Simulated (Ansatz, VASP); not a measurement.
# CdTe in VASP and in Ansatz

INCAR

```
  PREC = Accurate
  ENCUT = 520
  EDIFF = 1E-7
  ISMEAR = 0
  SIGMA = 0.05
  LREAL = F
  LASPH = T
  NELM = 100
  ALGO = Normal
  ISIF = 2
  LWAVE = F
  LCHARG = F
  GGA = RE
  IVDW = 13
  NBANDS = 16
```

The input KPOINTS:

```
Automatic mesh
0
Gamma
  6 6 6
```

Contents of POSCAR:

```
CdTe
1.0
    0.0000000000      3.0489936458      3.0489936458
    3.0489936458      0.0000000000      3.0489936458
    3.0489936458      3.0489936458      0.0000000000
Cd Te
1 1
Direct
    0.5000000000      0.5000000000      0.5000000000
    0.0000000000      0.0000000000      0.0000000000
```

Input for Ansatz:

```yaml
crystal:
  lattice:
    - [0.0, 3.0489936458, 3.0489936458]
    - [3.0489936458, 0.0, 3.0489936458]
    - [3.0489936458, 3.0489936458, 0.0]
  atoms:
    - { symbol: Cd, position: [0.5, 0.5, 0.5] }
    - { symbol: Te, position: [0.0, 0.0, 0.0] }
basis:
  ecutwfc: 420
  ecutrho_ratio: 4
kpoints:
  mp_grid: { grid: [6, 6, 6] }
hamiltonian:
  xc: revpbe
  dispersion: d4
scf:
  occupations: { method: gaussian, width: 0.05 }
output:
  forces: true
  stress: true
  eigenvalues: true
```

Alike in both runs: task single point; functional revPBE; dispersion D4; k mesh 6 × 6 × 6; occupations gaussian, width 0.05 eV; no spin polarisation.

|  | VASP | Ansatz |
| --- | --- | --- |
| version | VASP 6.6.1 | Ansatz 0.2.0 |
| potentials or method | VASP PAW PBE potentials, release 64 (Cd, Te) | scalar-relativistic, plane waves, PAW |
| plane-wave cutoff (eV) | 520 | 420 |
| valence electrons in the cell | 18 | 36 |

|  | VASP | Ansatz | Ansatz less VASP |
| --- | --- | --- | --- |
| gap on the k mesh at the Fermi level (eV) | none | none | - |
| pressure (GPa) | -1.8 | -1.9 | -0.16 |
| dispersion energy (meV/atom) | -715.3 | -715.5 | -0.20 |

A gap of «none» marks a metal or a gap that the smearing closes. The two sets of potentials don't hold the same shells in valence.

Caveats: the PAW data sets were made with another functional, which shifts forces and pressure a little (VASP); pairwise dispersion overbinds metals, which lowers pressure and volume. Spin-orbit coupling is left out, which matters for the levels of Te.
